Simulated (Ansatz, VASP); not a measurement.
This is a calculation of Sb for VASP 6.6.1.

INCAR

```
SYSTEM = Sb
ALGO = Normal ; EDIFF = 1E-6
ENCUT = 520 ; GGA = PE
ISIF = 2 ; ISMEAR = 0
LASPH = .True. ; LCHARG = .False.
LREAL = .False. ; LWAVE = .False.
NBANDS = 8 ; NELM = 80
PREC = Accurate ; SIGMA = 0.016
```

The input KPOINTS:

```
k-points
0
Gamma
  8 8 8
  0 0 0
```

Contents of POSCAR:

```
Sb
1.0
    3.1600000000      0.0000000000      0.0000000000
    0.0000000000      3.1600000000      0.0000000000
    0.0000000000      0.0000000000      3.1600000000
Sb
1
Direct
    0.0000000000      0.0000000000      0.0000000000
```

Potentials or basis: VASP PAW PBE potentials, release 64 (Sb).

Run with:

```console
$ cat potpaw_PBE.64/Sb/POTCAR > POTCAR
$ mpirun -np 1 vasp_std > vasp.out
```

Set up the same calculation for Ansatz 0.2.0. Potentials there: Ansatz PAW.

As run (the cutoff follows the program's own potentials):

File input.yaml:

```yaml
crystal:
  lattice:
    - [3.16, 0.0, 0.0]
    - [0.0, 3.16, 0.0]
    - [0.0, 0.0, 3.16]
  atoms:
    - { symbol: Sb, position: [0.0, 0.0, 0.0] }
hamiltonian:
  xc: pbe
  pseudopotentials: { kind: paw }
kpoints:
  mp_grid: { grid: [8, 8, 8] }
scf:
  occupations: { method: gaussian, width: 0.016 }
output:
  forces: true
  stress: true
  eigenvalues: true
```

Potentials or basis: Ansatz PAW.

Run with:

```bash
$ ansatz run input.yaml --threads 2 --pin off --max-ram 5632MiB --backend cpu --events-out ev --progress --plain --runs-dir out
```

Both were run:

|  | VASP | Ansatz | Ansatz less VASP |
| --- | --- | --- | --- |
| gap on the k mesh at the Fermi level (eV) | none | none | - |
| pressure (GPa) | -2.3 | -2.3 | +0.04 |

A gap of «none» marks a metal or a gap that the smearing closes. The two sets of potentials don't hold the same shells in valence.

The runs have no spin-orbit coupling, so splittings on Sb are missing.
